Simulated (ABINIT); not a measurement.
# ZrS2 in ABINIT: further runs

One slab, ZrS2, is run at these levels: PBE+D3(BJ), RPBE; tasks: relaxation of the atoms, single point.

Program: ABINIT 10.8.3 (patched build). These are calculated values, not measurements. Logs are shortened: lines on timing, memory, paths and dates and some standing lists are left out, and cuts for length are marked. The log counts tension as positive stress, the text compression.

## (1) The structure

The cell holds a slab with vacuum, 6 atoms: a = 3.630 Å, b = 3.630 Å, c = 23.766 Å, α = 90.00°, β = 90.00°, γ = 120.00°.

## (2) Relaxation of the atoms, PBE+D3(BJ)

run.abi reads:

```
# Pseudopotentials
pp_dirpath "./"
pseudos "S.GGA_PBE-JTH.xml, Zr.GGA_PBE-JTH.xml"

# Structure
acell 3.6299990405 3.6299990406 23.76564 Angstrom
rprim
     1.0000000000     0.0000000000     0.0000000000
    -0.5000000000     0.8660254038     0.0000000000
     0.0000000000     0.0000000000     1.0000000000
ntypat 2
znucl 16 40
natom 6
typat 1 2 1 1 2 1
xred
     0.6666666667     0.3333333334     0.3155816549
     0.0000000000     0.0000000000     0.3769231546
     0.3333333333     0.6666666666     0.4382646543
     0.6666666667     0.3333333334     0.5617353457
     0.0000000000     0.0000000000     0.6230768454
     0.3333333333     0.6666666666     0.6844183451
chkprim 0
chksymtnons 0
tolsym 1.0e-6

# Plane-wave basis
ecut 20.0
pawecutdg 40.0
pawxcdev 0

# k points
kptopt 1
ngkpt 8 8 1
nshiftk 1
shiftk 0.0 0.0 0.0

# Exchange and correlation
ixc 11
vdw_xc 7

# Bands and occupations
nband 29
occopt 3
tsmear 0.05 eV

# SCF cycle
nstep 120
tolvrs 1.0e-9

# Output
iomode 3
prtwf 0
prtden 0
prteig 0
prtebands 0
enunit 2

# Relaxation
ionmov 3
ntime 60
tolmxf 0.0005
```

Potentials or basis: JTH PAW PBE v2.0.

On the command line:

```bash
$ mpirun --bind-to none -np 4 abinit run.abi > log 2>&1
```

run.abo:

```text
.Version 10.8.3 of ABINIT
 Symmetries : space group P-3 m 1 (#164); Bravais hP (primitive hexag.)
================================================================================
 Values of the parameters that define the memory need of the present run
     intxc =       0    ionmov =       3      iscf =      17    lmnmax =      18
     lnmax =       6     mgfft =     192  mpssoang =       3    mqgrid =   12787
     natom =       6  nloc_mem =       2    nspden =       1   nspinor =       1
    nsppol =       1      nsym =      12    n1xccc =       1    ntypat =       2
    occopt =       3   xclevel =       2
       mpw =        7838          nfft =      172800          nkpt =          10
Pmy_natom=         2
 PAW method is used; the additional fine FFT grid is defined by:
   mgfftf=       256    nfftf =    409600
================================================================================
================================================================================

--------------------------------------------------------------------------------
------------- Echo of variables that govern the present computation ------------
--------------------------------------------------------------------------------
 -outvars: echo values of preprocessed input variables --------
            acell      6.8597040239E+00  6.8597040240E+00  4.4910550807E+01 Bohr
              amu      3.20660000E+01  9.12240000E+01
          chkprim           0
      chksymtnons           0
             ecut      2.00000000E+01 Hartree
           enunit           2
           ionmov           3
              ixc          11
         kptrlatt        8    0    0      0    8    0      0    0    1
          kptrlen      5.48776322E+01
            natom           6
            nband          29
            ngfft          30      30     192
          ngfftdg          40      40     256
             nkpt          10
            nstep         120
             nsym          12
            ntime          60
           ntypat           2
           occopt           3
        pawecutdg      4.00000000E+01 Hartree
         pawxcdev           0
           prtden           0
        prtebands           0
           prteig           0
            prtwf           0
            rprim      1.0000000000E+00  0.0000000000E+00  0.0000000000E+00
                      -5.0000000000E-01  8.6602540380E-01  0.0000000000E+00
                       0.0000000000E+00  0.0000000000E+00  1.0000000000E+00
          spgroup         164
           tolmxf      5.00000000E-04
           tolsym      1.00000000E-06
           tolvrs      1.00000000E-09
           tsmear      1.83746611E-03 Hartree
            typat      1  2  1  1  2  1
           useylm           1
           vdw_xc           7
           xangst      1.8149995202E+00  1.0478904616E+00  7.5000000010E+00
                       0.0000000000E+00  0.0000000000E+00  8.9578199999E+00
                      -3.3333507146E-11  2.0957809233E+00  1.0415639999E+01
                       1.8149995202E+00  1.0478904616E+00  1.3350000001E+01
                       0.0000000000E+00  0.0000000000E+00  1.4807820000E+01
                      -3.3333507146E-11  2.0957809233E+00  1.6265639999E+01
            xcart      3.4298520119E+00  1.9802259825E+00  1.4172945946E+01
                       0.0000000000E+00  0.0000000000E+00  1.6927826485E+01
                      -6.2991199321E-11  3.9604519649E+00  1.9682707024E+01
                       3.4298520119E+00  1.9802259825E+00  2.5227843783E+01
                       0.0000000000E+00  0.0000000000E+00  2.7982724322E+01
                      -6.2991199321E-11  3.9604519649E+00  3.0737604861E+01
             xred      6.6666666667E-01  3.3333333333E-01  3.1558165490E-01
                       0.0000000000E+00  0.0000000000E+00  3.7692315460E-01
                       3.3333333333E-01  6.6666666667E-01  4.3826465430E-01
                       6.6666666667E-01  3.3333333333E-01  5.6173534570E-01
                       0.0000000000E+00  0.0000000000E+00  6.2307684540E-01
                       3.3333333333E-01  6.6666666667E-01  6.8441834510E-01
            znucl       16.00000   40.00000

================================================================================

 chkinp: Checking input parameters for consistency.

================================================================================
== DATASET  1 ==================================================================

--- !DatasetInfo
iteration_state: {dtset: 1, }
dimensions: {natom: 6, nkpt: 10, mband: 29, nsppol: 1, nspinor: 1, nspden: 1, mpw: 7838, }
[... 610 lines left out ...]
    5      0.00000000000000     0.00000000000000    14.80457430351975
    6     -0.00000000003333     2.09578092328615    16.27347004511747

 cartesian forces (hartree/bohr) at end:
    1      0.00000000000000     0.00000000000000     0.00049415688023
    2      0.00000000000000     0.00000000000000     0.00004741120370
    3     -0.00000000000000    -0.00000000000000     0.00036315953990
    4     -0.00000000000000    -0.00000000000000    -0.00036315953990
    5      0.00000000000000     0.00000000000000    -0.00004741120370
    6      0.00000000000000    -0.00000000000000    -0.00049415688023
 frms,max,avg= 2.0502675E-04 4.9415688E-04   0.000E+00  0.000E+00  0.000E+00 h/b

 cartesian forces (eV/Angstrom) at end:
    1      0.00000000000000     0.00000000000000     0.02541056845649
    2      0.00000000000000     0.00000000000000     0.00243798211761
    3     -0.00000000000000    -0.00000000000000     0.01867441437782
    4     -0.00000000000000    -0.00000000000000    -0.01867441437782
    5      0.00000000000000     0.00000000000000    -0.00243798211761
    6      0.00000000000000    -0.00000000000000    -0.02541056845649
 frms,max,avg= 1.0542899E-02 2.5410568E-02   0.000E+00  0.000E+00  0.000E+00 e/A
 length scales=  6.859704023853  6.859704024042 44.910550806919 bohr
              =  3.629999040500  3.629999040600 23.765640000000 angstroms
 Fermi (or HOMO) energy (hartree) =   0.00605   Average Vxc (hartree)=  -0.19490
 Eigenvalues (hartree) for nkpt=  10  k points:
 kpt#   1, nband= 29, wtk=  0.01563, kpt=  0.0000  0.0000  0.0000 (reduced coord)
  -1.80771   -1.80770   -1.00178   -1.00177   -0.99575   -0.99575   -0.99575   -0.99575
  -0.47542   -0.46931   -0.43357   -0.42548   -0.16585   -0.14353   -0.10875   -0.10875
  -0.10785   -0.10785   -0.06148   -0.02663   -0.01424   -0.01424   -0.01127   -0.01127
   0.04918    0.04918    0.04993    0.04993    0.07789
      occupation numbers for kpt#   1
   2.00000    2.00000    2.00000    2.00000    2.00000    2.00000    2.00000    2.00000
   2.00000    2.00000    2.00000    2.00000    2.00000    2.00000    2.00000    2.00000
   2.00000    2.00000    2.00000    2.00000    1.99997    1.99997    1.99984    1.99984
   0.00000    0.00000    0.00000    0.00000    0.00000
 prteigrs : prtvol=0 or 1, do not print more k-points.

 Fermi (or HOMO) energy (eV) =   0.16465   Average Vxc (eV)=  -5.30352
 Eigenvalues (   eV  ) for nkpt=  10  k points:
 kpt#   1, nband= 29, wtk=  0.01563, kpt=  0.0000  0.0000  0.0000 (reduced coord)
 -49.19016  -49.19015  -27.25995  -27.25958  -27.09573  -27.09573  -27.09569  -27.09569
 -12.93690  -12.77062  -11.79800  -11.57793   -4.51295   -3.90575   -2.95917   -2.95917
  -2.93487   -2.93487   -1.67296   -0.72460   -0.38744   -0.38744   -0.30680   -0.30680
   1.33837    1.33837    1.35859    1.35859    2.11951
 prteigrs : prtvol=0 or 1, do not print more k-points.

--- !EnergyTerms
iteration_state     : {dtset: 1, itime: 4, icycle: 1, }
comment             : Components of total free energy in Hartree
kinetic             :  4.20167953323067E+01
hartree             :  4.16019366507689E+02
xc                  : -2.83600860846045E+01
Ewald energy        :  2.96692166909006E+02
psp_core            :  1.15761856299824E+00
local_psp           : -8.94404472270233E+02
PAW spherical_terms :  3.02212138527404E+01
VdWaals_dft_d       : -6.61235606468618E-02
internal            : -1.36723520750744E+02
'-kT*entropy'       : -2.53914609812769E-07
total_energy        : -1.36723521004659E+02
total_energy_eV     : -3.72043653896826E+03
...

--- !EnergyTermsDC
iteration_state     : {dtset: 1, itime: 4, icycle: 1, }
comment             : '"Double-counting" decomposition of free energy'
band_energy         : -2.50111877414674E+01
Ewald energy        :  2.96692166909006E+02
psp_core            :  1.15761856299824E+00
xc_dc               : -4.13813978094391E+02
PAW spherical_terms :  4.31797097616850E+00
VdWaals_dft_d       : -6.61235606468618E-02
internal            : -1.36723532948333E+02
'-kT*entropy'       : -2.53914609812769E-07
total_energy_dc     : -1.36723533202248E+02
total_energy_dc_eV  : -3.72043687088157E+03
...

--- !EnergyTermsWithPAWCore
iteration_state     : {dtset: 1, itime: 4, icycle: 1, }
comment             : 'Components of total free energy, including PAW core contributions'
Total energy        : -8.79479136587415E+03
Total energy DC     : -8.79479137807174E+03
Total energy (eV)   : -2.39318464809620E+05
Total energy DC (eV): -2.39318465141533E+05
...

 rms coord change=  1.8665E-04   atom, delta coord (reduced):
     1        0.000000000000      0.000000000000     -0.000329469186
     2        0.000000000000      0.000000000000      0.000136570974
     3        0.000000000000      0.000000000000      0.000431668254
     4        0.000000000000      0.000000000000     -0.000431668254
     5        0.000000000000      0.000000000000     -0.000136570974
     6        0.000000000000      0.000000000000      0.000329469186

 Cartesian components of stress tensor (hartree/bohr^3)
  sigma(1 1)= -5.37700152E-06  sigma(3 2)=  0.00000000E+00
  sigma(2 2)= -5.37700157E-06  sigma(3 1)=  0.00000000E+00
  sigma(3 3)=  9.61616490E-06  sigma(2 1)=  9.97489601E-15

-Cartesian components of stress tensor (GPa)         [Pressure=  1.1159E-02 GPa]
- sigma(1 1)= -1.58196846E-01  sigma(3 2)=  0.00000000E+00
- sigma(2 2)= -1.58196848E-01  sigma(3 1)=  0.00000000E+00
- sigma(3 3)=  2.82917339E-01  sigma(2 1)=  2.93471573E-10

== END DATASET(S) ==============================================================
================================================================================

 -outvars: echo values of variables after computation  --------
            acell      6.8597040239E+00  6.8597040240E+00  4.4910550807E+01 Bohr
           etotal     -1.3672353320E+02
            fcart      6.8038674904E-28  2.5684480907E-27  4.9415688023E-04
                       7.1963983071E-29  6.9876896585E-28  4.7411203703E-05
                      -2.6168721117E-28 -2.3267117998E-27  3.6315953990E-04
                      -8.8973651797E-28 -1.2388984908E-27 -3.6315953990E-04
                       3.2710901396E-29  8.1208285220E-28 -4.7411203703E-05
                       3.6636209563E-28 -5.1368961813E-28 -4.9415688023E-04
            rprim      1.0000000000E+00  0.0000000000E+00  0.0000000000E+00
                      -5.0000000000E-01  8.6602540380E-01  0.0000000000E+00
                       0.0000000000E+00  0.0000000000E+00  1.0000000000E+00
           strten     -5.3770015164E-06 -5.3770015735E-06  9.6161648985E-06
                       0.0000000000E+00  0.0000000000E+00  9.9748960125E-15
           xangst      1.8149995202E+00  1.0478904616E+00  7.4921699549E+00
                       1.4298121200E-27  5.4623659896E-27  8.9610656965E+00
                      -3.3333507146E-11  2.0957809233E+00  1.0425898871E+01
                       1.8149995202E+00  1.0478904616E+00  1.3339741129E+01
                       1.2152418218E-27  5.2586943607E-27  1.4804574304E+01
                      -3.3333507146E-11  2.0957809233E+00  1.6273470045E+01
             xred      6.6666666667E-01  3.3333333333E-01  3.1525218571E-01
                       1.2626754287E-27  1.7375753763E-27  3.7705972557E-01
                       3.3333333333E-01  6.6666666667E-01  4.3869632255E-01
                       6.6666666667E-01  3.3333333333E-01  5.6130367745E-01
                       1.1711712260E-27  1.6727875521E-27  6.2294027443E-01
                       3.3333333333E-01  6.6666666667E-01  6.8474781429E-01
 Calculation completed.
```

It took 7.2 min on 4 MPI ranks of Intel Xeon Platinum 8375C at 2.90GHz (Ice Lake), shared host; peak memory 0.88 GiB.

What came out:

```
Free energy                                           : -3720.4369 eV
Energy gained by relaxing                             : 0.3 meV/atom
Ionic steps                                           : 4
Largest force after relaxing                          : 0.025 eV/Å
Band gap on the k mesh                                : 0.97 eV, indirect (least direct gap 1.65 eV)
Valence electrons inside the program's atomic spheres : S 3.60, 3.61; Zr 8.91
```

Forces on the atoms (eV/Å):
```
S    0.000  0.000  0.025
Zr   0.000  0.000  0.002
S    0.000  0.000  0.019
S    0.000  0.000 -0.019
Zr   0.000  0.000 -0.002
S    0.000  0.000 -0.025
```

The path:
```
step  energy change (eV)  largest force (eV/Å)  pressure (GPa)
   1              0.0000                0.1152            0.27
   2             -0.0005                0.1030            0.26
   3             -0.0019                0.0583           -0.06
   4             -0.0021                0.0254            0.01
```

Final structure:
```yaml
crystal:
  lattice:
    - [3.63000, 0.00000, 0.00000]
    - [-1.81500, 3.14367, 0.00000]
    - [0.00000, 0.00000, 23.76564]
  atoms:
    - { symbol: S, position: [0.66667, 0.33333, 0.31525] }
    - { symbol: Zr, position: [0.00000, 0.00000, 0.37706] }
    - { symbol: S, position: [0.33333, 0.66667, 0.43870] }
    - { symbol: S, position: [0.66667, 0.33333, 0.56130] }
    - { symbol: Zr, position: [0.00000, 0.00000, 0.62294] }
    - { symbol: S, position: [0.33333, 0.66667, 0.68475] }
```

Levels at points of the mesh, in eV from the valence-band top:
```
           k point  band 20  band 21  band 22  band 23  band 24  band 25  band 26  band 27  band 28  band 29
(0.00, 0.00, 0.00)    -0.42    -0.08    -0.08     0.00     0.00     1.65     1.65     1.67     1.67     2.43
(0.50, 0.00, 0.00)    -2.29    -1.53    -1.04    -0.97    -0.88     0.97     1.07     3.46     3.46     3.81
```

## (3) Single point, RPBE

Edit run.abi of step 2 so:

```diff
@@ -5,7 +5,7 @@
 # Structure
-acell 3.6299990405 3.6299990406 23.76564 Angstrom
+acell 3*1.0 Angstrom
 rprim
-     1.0000000000     0.0000000000     0.0000000000
-    -0.5000000000     0.8660254038     0.0000000000
-     0.0000000000     0.0000000000     1.0000000000
+     3.6299990405     0.0000000000     0.0000000000
+    -1.8149995203     3.1436713849     0.0000000000
+     0.0000000000     0.0000000000    23.7656400000
 ntypat 2
@@ -37,4 +37,3 @@
 # Exchange and correlation
-ixc 11
-vdw_xc 7
+ixc 15
 
@@ -43,3 +42,3 @@
 occopt 3
-tsmear 0.05 eV
+tsmear 0.00183747
 
@@ -55,7 +54,3 @@
 prtebands 0
-enunit 2
-
-# Relaxation
-ionmov 3
-ntime 60
-tolmxf 0.0005
+enunit 1
+prtvol 2
```

Potentials or basis: JTH PAW PBE v2.0.

On the command line:

```bash
$ mpirun --bind-to none -np 4 abinit run.abi > log 2>&1
```

It took 97 s on 4 MPI ranks of Intel Xeon Platinum 8375C at 2.90GHz (Ice Lake), shared host; peak memory 0.88 GiB.

It converged, with:

```yaml
Free_energy: -3712.4298 eV
Largest_force: 0.365 eV/Å
Band_gap_on_the_k_mesh: 1.05 eV, indirect (least direct gap 1.70 eV)
Valence_electrons_inside_the_program's_atomic_spheres: S 3.62; Zr 8.92
```

Forces on the atoms (eV/Å):
```
S    0.000  0.000 -0.365
Zr   0.000  0.000 -0.053
S    0.000  0.000  0.145
S    0.000  0.000 -0.145
Zr   0.000  0.000  0.053
S    0.000  0.000  0.365
```

Levels at points of the mesh, in eV from the valence-band top:
| k point | band 20 | band 21 | band 22 | band 23 | band 24 | band 25 | band 26 | band 27 | band 28 | band 29 |
| --- | --- | --- | --- | --- | --- | --- | --- | --- | --- | --- |
| (0.00, 0.00, 0.00) | -0.40 | -0.08 | -0.08 | 0.00 | 0.00 | 1.70 | 1.70 | 1.72 | 1.72 | 2.52 |
| (0.50, 0.00, 0.00) | -2.27 | -1.50 | -1.03 | -0.95 | -0.89 | 1.05 | 1.15 | 3.50 | 3.51 | 3.86 |

Caveat: the PAW data sets were made with another functional, which shifts forces and pressure a little.
